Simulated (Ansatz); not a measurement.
## Nuclear-site quantities of CdI₂ as the cell is scaled

```xyz
3
Lattice="4.2440 0.0000 0.0000 -2.1220 3.6754 0.0000 0.0000 0.0000 6.8590" Properties=species:S:1:pos:R:3 pbc="T T T"
Cd    0.0000    0.0000    0.0000
I     0.0000    2.4503    1.7093
I     2.1220    1.2251    5.1497
```

Atoms are numbered in the order listed.

The cell is COD entry 1539851, as deposited and not checked against the literature; nothing was relaxed. It differs from other determinations.

Spin–orbit coupling is left out, though it moves levels of the heavy atoms by tenths of an eV or more.

The calculation used DFT, PBEsol, all-electron PAW with datasets made for the crystal, scalar-relativistic in Ansatz 0.2.0.

Settings: a Γ-centred 8×8×5 k mesh, Fermi–Dirac smearing of 0.03 eV, cutoff 240 eV (chosen by the program for this cell), no spin polarisation.

The contact density is the mean electron density over the nuclear volume; its changes set Mössbauer isomer shifts. Changes below are taken from the unscaled cell, where it is 1.03433e+06 e/Å³ at Cd1, 1.60148e+06 e/Å³ at I2.

| V/V(cell) | P (GPa) | Δρ(0) Cd1 (e/Å³) | Δρ(0) I2 (e/Å³) | Vzz Cd1 (10²¹ V/m²) | Vzz I2 (10²¹ V/m²) |
| --- | --- | --- | --- | --- | --- |
| 0.9400 | 2.0 | 2.02 | ? | 0.08 | -5.82 |
| 0.9600 | 1.1 | 1.25 | -0.50 | 0.09 | -5.80 |
| 0.9800 | 0.3 | 0.61 | ? | 0.10 | -5.78 |
| 0.9900 | -0.1 | 0.30 | -0.09 | 0.10 | -5.76 |
| 1.0000 | -0.4 | 0.00 | 0.00 | 0.10 | -5.75 |
| 1.0100 | -0.7 | -0.28 | 0.09 | 0.11 | -5.73 |
| 1.0200 | -1.0 | -0.54 | 0.19 | 0.11 | -5.72 |
| 1.0400 | -1.6 | ? | 0.38 | 0.12 | -5.68 |
| 1.0600 | -2.1 | -1.39 | 0.58 | 0.13 | -5.64 |

Problem. Give the missing entry: row "1.0400", column "Δρ(0) Cd1 (e/Å³)".

Solution. -1.00.

Problem. Give the missing entry: row "0.9800", column "Δρ(0) I2 (e/Å³)".

Solution. -0.19.

Problem. Give the missing entry: row "0.9400", column "Δρ(0) I2 (e/Å³)".

Solution. -0.70.

The datasets are made afresh for each cell, so very small changes are uncertain. Scalar relativity leaves out the p1/2 density at heavy nuclei.
